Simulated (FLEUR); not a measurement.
Input of a FLEUR MaX-R8.1 (later development tree) run:

inp.xml

```xml
<?xml version="1.0" encoding="UTF-8" standalone="no"?>
<fleurInput fleurInputVersion="0.39">
   <comment>
      Sn                                                                                                  
   </comment>
   <calculationSetup>
      <cutoffs Kmax="3.8" Gmax="11.8" GmaxXC="11.8" numbands="0"/>
      <scfLoop itmax="60" minDistance="0.00001" maxIterBroyd="15" imix="Anderson" alpha="0.05" precondParam="0.0" spinf="2.0" sdNocoIR="T"/>
      <coreElectrons ctail="T" frcor="F" kcrel="0" coretail_lmax="0"/>
      <xcFunctional name="pbe" relativisticCorrections="F"/>
      <magnetism jspins="1"/>
      <soc l_soc="F" theta="0.0" phi="0.0" spav="F"/>
      <expertModes spex="0" secvar="F"/>
      <geometryOptimization l_f="T" forcealpha="1.0" forcemix="BFGS" epsdisp="0.0005" epsforce="0.0002"/>
      <ldaU l_linMix="F" mixParam="0.05" spinf="1.0"/>
   </calculationSetup>
   <cell>
      <bzIntegration valenceElectrons="44.0" mode="hist" fermiSmearingEnergy="0.00183747">
         <kPointListSelection listName="default-1"/>
         <!-- k-points included here -->
         <xi:include xmlns:xi="http://www.w3.org/2001/XInclude" href="kpts.xml"> </xi:include>
      </bzIntegration>
      <!-- symmetry operations included here -->
      <xi:include xmlns:xi="http://www.w3.org/2001/XInclude" href="sym.xml"> </xi:include>
      <bulkLattice scale="1.0">
         <bravaisMatrix>
            <row-1>    0.0000000000000000     6.1101323589473129     6.1101323589473129</row-1>
            <row-2>    6.1101323589473129     0.0000000000000000     6.1101323589473129</row-2>
            <row-3>    6.1101323589473129     6.1101323589473129     0.0000000000000000</row-3>
         </bravaisMatrix>
      </bulkLattice>
   </cell>
   <atomSpecies>
      <species name="Tin (Sn)" element="Sn" atomicNumber="50">
         <mtSphere radius="2.38" gridPoints="797" logIncrement="0.016"/>
         <atomicCutoffs lmax="10" lnonsphr="8"/>
         <electronConfig flipSpins="F">
            <coreConfig>(1s1/2) (2s1/2) (2p1/2) (2p3/2) (3s1/2) (3p1/2) (3p3/2) (3d3/2) (3d5/2)</coreConfig>
            <valenceConfig>(4s1/2) (4p1/2) (4p3/2) (5s1/2) (4d3/2) (4d5/2) (5p1/2) (5p3/2)</valenceConfig>
            <stateOccupation state="(5p1/2)" spinUp="0.333333" spinDown="0.333333"/>
            <stateOccupation state="(5p3/2)" spinUp="0.666667" spinDown="0.666667"/>
         </electronConfig>
         <energyParameters s="5" p="5" d="4" f="4"/>
         <lo type="SCLO" l="0" n="4" eDeriv="0"/>
         <lo type="SCLO" l="1" n="4" eDeriv="0"/>
         <lo type="SCLO" l="1" n="4" eDeriv="1"/>
         <lo type="SCLO" l="2" n="4" eDeriv="2"/>
         <lo type="SCLO" l="3" n="4" eDeriv="2"/>
      </species>
   </atomSpecies>
   <atomGroups>
      <atomGroup species="Tin (Sn)">
         <relPos label="                   1">-.3716735000 -.3749915000 -.3687105000</relPos>
         <relPos label="                   2">.3716735000 .3749915000 .3687105000</relPos>
         <force calculate="T" relaxXYZ="TTT"/>
      </atomGroup>
   </atomGroups>
   <output dos="F" band="F" slice="F">
      <checks vchk="F" cdinf="F"/>
      <bandDOS minEnergy="-.5*Htr" maxEnergy="0.5*Htr" sigma="0.015" storeEVData="T"/>
      <vacuumDOS vacdos="F" integ="F" star="F" nstars="0" locx1="0.0" locy1="0.0" locx2="0.0" locy2="0.0" nstm="0" tworkf="0.0"/>
      <unfoldingBand unfoldBand="F" supercellX="1" supercellY="1" supercellZ="1"/>
      <plotting iplot="0" polar="F">
         <plot TwoD="T" vec1="  1.0  0.0  0.0" vec2="  0.0  1.0  0.0" vec3="  0.0  0.0  1.0" zero="  0.0  0.0  0.0" file="plot"/>
      </plotting>
      <chargeDensitySlicing numkpt="0" minEigenval="0.0" maxEigenval="0.0" nnne="0" pallst="F"/>
      <specialOutput eonly="F"/>
      <moessbauerParams electricFieldGradient="T" isomerShift="T" coreHyperfine="T" valenceHyperfine="T"/>
      <magneticCircularDichroism mcd="F" energyLo="-10.0" energyUp="0.0"/>
   </output>
  <!-- We include the file relax.xml here to enable relaxations (see documentation) -->
  <xi:include xmlns:xi="http://www.w3.org/2001/XInclude" href="relax.xml"> <xi:fallback/> </xi:include>
</fleurInput>
```

crystal.txt

```
Sn
&input cartesian=F /
0.0000000000  3.2333428000  3.2333428000
3.2333428000  0.0000000000  3.2333428000
3.2333428000  3.2333428000  0.0000000000
1.8897261246
1.0 1.0 1.0

2
50 0.7513240000  0.7590190000  0.7625880000
50 0.4946710000  0.5090020000  0.5000090000

&kpt div1=7 div2=7 div3=7 gamma=T /
```

Potentials or basis: all-electron, FLAPW.

The run is started by

```console
$ inpgen -f crystal.txt -profile fastHighL
$ # inp.xml edited to the form shown
$ fleur_MPI
```

Q: Estimate the largest force.

A: 0.585 eV/Å.

Q: Predict the band gap on the k mesh.

A: None (metal or under the smearing width).

Forces on the atoms (eV/Å):
```
Sn  -0.304 -0.485 -0.123
Sn   0.304  0.485  0.123
```
